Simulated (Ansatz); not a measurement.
# One structure, 3 elements: ZnS, CdS, HgS

Plane-wave DFT in Ansatz with scalar-relativistic PAW potentials, cutoff 420 eV, Γ-centred meshes chosen by cell and gap, Gaussian smearing with energies taken to zero width. Every cell was relaxed (cell and atoms) in a run of its own, within the symmetry of its start. Functional: PBE.

All members share space group F-43m and the same sites; only the element on one set of sites changes (Zn, Cd, Hg). Members needn't be the stable form of their composition. Energies over the elements, where given, are against the elements' standard states in the same functional (H₂, N₂, O₂ and halogens uncorrected, Hg as a solid). The first member:

Space group F-43m (No. 216). a = 5.442 Å, b = 5.442 Å, c = 5.442 Å, α = 90.00°, β = 90.00°, γ = 90.00°
| atom | site | symmetry | x | y | z |
| --- | --- | --- | --- | --- | --- |
| Zn | 4a | -43m | 0.0000 | 0.0000 | 0.0000 |
| S | 4c | -43m | 0.2500 | 0.2500 | 0.2500 |

| compound | V (Å³/atom) | a (Å) | gap on mesh (eV) | energy over elements (eV/atom) |
| --- | --- | --- | --- | --- |
| ZnS | 20.15 | 5.442 | 2.02 | -0.822 |
| HgS | 26.88 | 5.991 | 0.00 | -0.155 |

Problem. Predict the member with Cd.

Solution. V (Å³/atom) 26.01, a (Å) 5.926, gap on mesh (eV) 1.04, energy over elements (eV/atom) -0.658. Interpolating linearly in period between Zn and Hg would give 23.52 Å³/atom (9.6 % too small), with -0.489 eV/atom over the elements. Over the whole series the volume grows at each step down the group; a gap opens only for Zn, Cd (gaps under about 0.1 eV aren't resolved; a zero can be real, or an error of the semilocal functional, which closes small gaps); binding against the elements weakens.

Spin-orbit coupling is left out, which matters for the bands of heavy elements.